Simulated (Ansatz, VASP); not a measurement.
# Be: VASP beside Ansatz

INCAR

```
SYSTEM = Be
ALGO     = Normal         ! electronic algorithm
EDIFF    = 1E-6           ! SCF threshold, eV
ENCUT    = 520            ! plane-wave cutoff, eV
ISIF     = 2              ! what is computed and relaxed
ISMEAR   = -1             ! smearing method
LASPH    = .True.         ! aspherical terms in the spheres
LCHARG   = .False.        ! write CHGCAR
LREAL    = .False.        ! projectors in reciprocal space
LWAVE    = .False.        ! write WAVECAR
NBANDS   = 9              ! bands
NELM     = 80             ! most SCF steps
PREC     = Accurate       ! precision mode
SIGMA    = 0.0106         ! smearing width, eV
```

Contents of KPOINTS:

```
k-points
0
Gamma
  9 9 5
  0 0 0
```

POSCAR

```
Be
1.0
    2.3358202500      0.0000000000      0.0000000000
   -1.1679101300      2.0228800400      0.0000000000
    0.0000000000      0.0000000000      3.6402654600
Be
2
Direct
    0.3333300000      0.6666700000      0.2500000000
    0.6666600000      0.3333300000      0.7500000000
```

Input for Ansatz:

```yaml
crystal:
  lattice:
    - [2.33582025, 0.0, 0.0]
    - [-1.16791013, 2.02288004, 0.0]
    - [0.0, 0.0, 3.64026546]
  atoms:
    - { symbol: Be, position: [0.33333, 0.66667, 0.25] }
    - { symbol: Be, position: [0.66666, 0.33333, 0.75] }
  symmetry: { tolerance: 0.0003 }
kpoints:
  mp_grid: { grid: [9, 9, 5], shift: [0, 0, 0] }
magnetization:
  spin_polarized: false
scf:
  occupations: { method: fermi_dirac, width: 0.0106 }
hamiltonian:
  pseudopotentials: { kind: paw }
  xc: lda
basis:
  ecutwfc: 420
output:
  forces: true
  stress: true
  eigenvalues: true
```

Alike in both runs: task single point; functional LDA; k mesh 9 × 9 × 5; occupations fermi-dirac, width 0.0106 eV; no spin polarisation.

|  | VASP | Ansatz |
| --- | --- | --- |
| version | VASP 6.6.1 | Ansatz 0.2.0 |
| potentials or method | VASP PAW LDA potentials, release 64 (Be) | PAW plane waves |
| plane-wave cutoff (eV) | 520 | 420 |
| valence electrons in the cell | 4 | 4 |

|  | VASP | Ansatz | Ansatz less VASP |
| --- | --- | --- | --- |
| gap on the k mesh at the Fermi level (eV) | none | none | - |
| pressure (GPa) | -13.5 | -13.8 | -0.31 |
| largest component of the traceless stress (GPa) | 1.40 | 1.40 | +0.004 |

A gap of «none» marks a metal or a gap that the smearing closes. Ansatz warned: «structure_snapped_to_symmetry».
